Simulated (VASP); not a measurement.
These are PBE GGA with D3 dispersion (Becke-Johnson damping), VASP's PBE PAW potentials (set 64) (plane waves; VASP) values and carry that method's errors.

VASP ran on this input.

INCAR:
```
SYSTEM = ZrO2
PREC = Accurate
ENCUT = 520
EDIFF = 1E-7
NELM = 100
ALGO = Normal
LREAL = .FALSE.
LASPH = .TRUE.
ISMEAR = 0
SIGMA = 0.05
GGA = PE
IVDW = 12
LMAXMIX = 4
LWAVE = .FALSE.
LCHARG = .FALSE.
LORBIT = 11
ICHARG = 11
```

POSCAR:
```
ZrO2
1
    0.0000000000     2.5450000000     2.5450000000
    2.5450000000     0.0000000000     2.5450000000
    2.5450000000     2.5450000000     0.0000000000
Zr O
1 2
Direct
  0.0000000000   0.0000000000   0.0000000000
  0.2500000000   0.2500000000   0.2500000000
  0.7500000000   0.7500000000   0.7500000000
```

KPOINTS:
```
k-points along high-symmetry lines
15
Line-mode
Reciprocal
  0.000000   0.000000   0.000000 ! GAMMA
  0.500000   0.000000   0.500000 ! X

  0.500000   0.000000   0.500000 ! X
  0.625000   0.250000   0.625000 ! U

  0.375000   0.375000   0.750000 ! K
  0.000000   0.000000   0.000000 ! GAMMA

  0.000000   0.000000   0.000000 ! GAMMA
  0.500000   0.500000   0.500000 ! L

  0.500000   0.500000   0.500000 ! L
  0.500000   0.250000   0.750000 ! W

  0.500000   0.250000   0.750000 ! W
  0.500000   0.000000   0.500000 ! X
```

POTCAR, in this order: Zr_sv O (PBE.64 set). Program: vasp_std. Read from the step before: CHGCAR.

What VASP printed:

File OSZICAR:
```
       N       E                     dE             d eps       ncg     rms          rms(c)
DAV:   1     0.186530694084E+03    0.18653E+03   -0.14757E+04  2880   0.155E+03
DAV:   2    -0.201203824728E+02   -0.20665E+03   -0.20372E+03  3856   0.383E+02
DAV:   3    -0.279778828203E+02   -0.78575E+01   -0.78461E+01  4304   0.719E+01
DAV:   4    -0.281807425839E+02   -0.20286E+00   -0.20282E+00  3904   0.891E+00
DAV:   5    -0.281838197279E+02   -0.30771E-02   -0.30771E-02  3968   0.910E-01
DAV:   6    -0.281838637423E+02   -0.44014E-04   -0.44014E-04  3768   0.915E-02
DAV:   7    -0.281838641305E+02   -0.38827E-06   -0.38828E-06  4144   0.926E-03
DAV:   8    -0.281838641340E+02   -0.35056E-08   -0.34964E-08  3032   0.930E-04
   1 F= -.28984888E+02 E0= -.28984888E+02  d E =-.139347E-16
```

**OUTCAR**
```
 val. band max:        7.2235750600   @ k =   0.5000   0.0000   0.5000

 cond. band min:      10.5763679213   @ k =   0.0000   0.0000   0.0000



 k-point     1 :       0.0000    0.0000    0.0000
  band No.  band energies     occupation
      1     -40.8646      2.00000
      2     -18.6847      2.00000
      3     -18.6847      2.00000
      4     -18.6847      2.00000
      5     -10.9733      2.00000
      6      -8.4152      2.00000
      7       1.9923      2.00000
      8       1.9923      2.00000
      9       1.9923      2.00000
     10       6.6924      2.00000
     11       6.6924      2.00000
     12       6.6924      2.00000
     13      10.5764      0.00000
     14      10.5764      0.00000
     15      13.8031      0.00000
     16      16.5906      0.00000

 k-point     2 :       0.0357    0.0000    0.0357
  band No.  band energies     occupation
      1     -40.8638      2.00000
      2     -18.6956      2.00000
      3     -18.6870      2.00000
      4     -18.6870      2.00000
      5     -10.9481      2.00000
      6      -8.4340      2.00000
      7       2.0074      2.00000
      8       2.0074      2.00000
      9       2.0444      2.00000
     10       6.5708      2.00000
     11       6.6966      2.00000
     12       6.6966      2.00000
     13      10.5907      0.00000
     14      10.6340      0.00000
     15      13.8678      0.00000
     16      16.5393      0.00000

 k-point     3 :       0.0714    0.0000    0.0714
  band No.  band energies     occupation
      1     -40.8615      2.00000
      2     -18.7275      2.00000
      3     -18.6935      2.00000
      4     -18.6935      2.00000
      5     -10.8736      2.00000
      6      -8.4889      2.00000
      7       2.0528      2.00000
      8       2.0528      2.00000
      9       2.1985      2.00000
     10       6.2390      2.00000
     11       6.7075      2.00000
     12       6.7075      2.00000
     13      10.6335      0.00000
     14      10.7799      0.00000
...
```

The density is held fixed in this step, so its total energy and stress have no physical meaning.

The compound is ZrO2 in the fluorite structure, the high-temperature cubic form, which is unstable at 0 K; the monoclinic form is the stable one. The cell was not relaxed at this level.
